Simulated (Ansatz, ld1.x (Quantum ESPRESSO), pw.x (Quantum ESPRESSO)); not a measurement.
Li (Z = 3): one change to the ultrasoft potential, in the atom and in the fcc crystal

ld1.x (Quantum ESPRESSO) 7.5 input, shortened:

```
&input
   title='Li', zed=3., rel=1, dft='PBE', iswitch=3,
   config='[He] 2s0.5 2p0.5 3d-2'
 /
 &inputp
   pseudotype=3, tm=.true., lloc=-1, rcloc=2.60,
   nlcc=.true., new_core_ps=.true., rcore=2.15,
   which_augfun='PSQ', rmatch_augfun_nc=.true.
 /
6
2S  1  0   0.50   0.00  2.70  3.00  0.0
2S  1  0   0.00   1.35  2.70  3.00  0.0
2P  2  1   0.50   0.00  3.50  4.30  0.0
2P  2  1   0.00   0.85  3.50  4.30  0.0
3D  3  2  -2.00   0.15  3.70  4.65  0.0
3D  3  2  -2.00   2.75  3.70  4.65  0.0
 &test
   configts(1)='2s0.5 2p0.5'
 /
```

Change: waves 2p (bound): rcut 3.50, rcutus 3.78 bohr; 2p channel at 0.85 Ry: rcut 3.50, rcutus 3.78 bohr.

Cutoffs, loose and tight: the cutoffs (Ry, on a coarse ladder) from which the occupation-weighted sum of valence levels, in a spherical-Bessel basis at the reference potential, stays within 10 and 1 mRy of its value at 400 Ry. They do not see the model core or the augmentation charge, which bear on the density cutoff. Test errors are all-electron minus pseudo excitation energies from the reference, over the configurations 2s1 2p0; 2s0.5 2p0; 2s0 2p1; variants that change the core or the reference have their own tests.

Crystal test: fcc Li in pw.x 7.5, no spin, 13³ k-points, Fermi–Dirac smearing 0.01 Ry, cutoffs set for each file from its atomic test. The reference is all-electron LAPW (Ansatz 0.2.0) with the same functional, mesh and smearing; V0 and B0 come from Birch–Murnaghan fits to the pressures at five volumes. Errors are pseudo minus all-electron; Δ is the rms difference of the E(V) curves that follow from these fits, minima aligned, over ±6 % about the mean V0. Mesh and smearing are coarse, so the numbers serve the comparison and aren't converged zero-temperature values; the lattice is a test structure that the element need not adopt.

All-electron: a0 = 4.329 Å (V0 = 20.28 Å³/atom), B0 = 13.7 GPa.

Does the change bring the crystal closer to the all-electron result?

The mean pressure error goes from +0.29 to +4.26 GPa, so the change moves the solid further from the all-electron pressures.

```tsv
quantity	base	changed
outcome (atom)	generated	generated
cutoff, loose (atom)	6 Ry	6 Ry
cutoff, tight (atom)	6 Ry	6 Ry
bound ghosts (atom)	none	none
largest test error (meV) (atom)	+2.8	+4.0
cutoffs in pw.x (Ry)	40/320	40/320
a0 (Å)	4.362	–
a0 error (%)	+0.77	–
B0 error (%)	-9.9	–
Δ (meV/atom)	1.3	–
mean pressure error (GPa)	+0.29	+4.26
```

A dash: not determined, or the minimum lies outside the volumes sampled.

Base: The largest radius (4.65 bohr) exceeds half the bond length (2.90 bohr), so the spheres overlap, which is one possible source of error among others. This is a poor potential for the solid. Changed file: The largest radius (4.65 bohr) exceeds half the bond length (2.90 bohr), so the spheres overlap, which is one possible source of error among others. This is a poor potential for the solid. The atomic tests give no hint of an error of this size, and its cause was not traced. The atomic cutoffs weigh occupied waves only.
